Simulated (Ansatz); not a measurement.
Crystal: PtSe2 (Sudovikovite).

```xyz
3
Lattice="3.7240 0.0000 0.0000 -1.8620 3.2251 0.0000 0.0000 0.0000 5.0620" Properties=species:S:1:pos:R:3 pbc="T T T"
Pt    0.0000    0.0000    0.0000
Se    1.8620    1.0750    3.7965
Se    0.0000    2.1501    1.2655
```

| Property | Result |
| --- | --- |
| Program | Ansatz 0.2.0 |
| Task | relaxation of cell and atoms |
| Functional | BLYP |
| Dispersion | D4 |
| Potentials or basis | Ansatz PAW |
| Cutoff | 420 eV (not typed: the program's choice for these potentials) |
| k mesh | 8 × 8 × 5 |
| Occupations | fermi-dirac, width 0.05 eV |
| Spin | no spin polarisation |

At the start: volume 20.27 Å³/atom.

Question: How do energy, volume and symmetry change on relaxing?

Answer: It ends after 6 steps and the volume is 20.35 Å³/atom (+0.4 %); space group P-3m1 (No. 164, to 0.05 Å).

Step by step:
```
step  energy change (eV)  largest force (eV/Å)  volume (Å³)
   1              0.0000                1.1041        60.80
   2             -0.0242                1.0112        59.75
   3             -0.1168                0.0390        62.03
   4             -0.1213                0.0095        61.14
   5             -0.1214                0.0004        61.06
   6             -0.1215                0.0005        61.06
```

Final structure:
```
Pt Se
1.0
     3.79587    0.00000    0.00000
    -1.89793    3.28732    0.00000
     0.00000    0.00000    4.89364
Pt Se
1 2
Direct
  0.00000 0.00000 0.00000
  0.66667 0.33333 0.73214
  0.33333 0.66667 0.26786
```

Caveat: the plane-wave basis is chosen anew once the cell has moved, so the energies of steps on either side of that aren't comparable; the PAW data sets come from PBE, with cores solved anew for the run's functional, which leaves a small shift of forces and pressure.
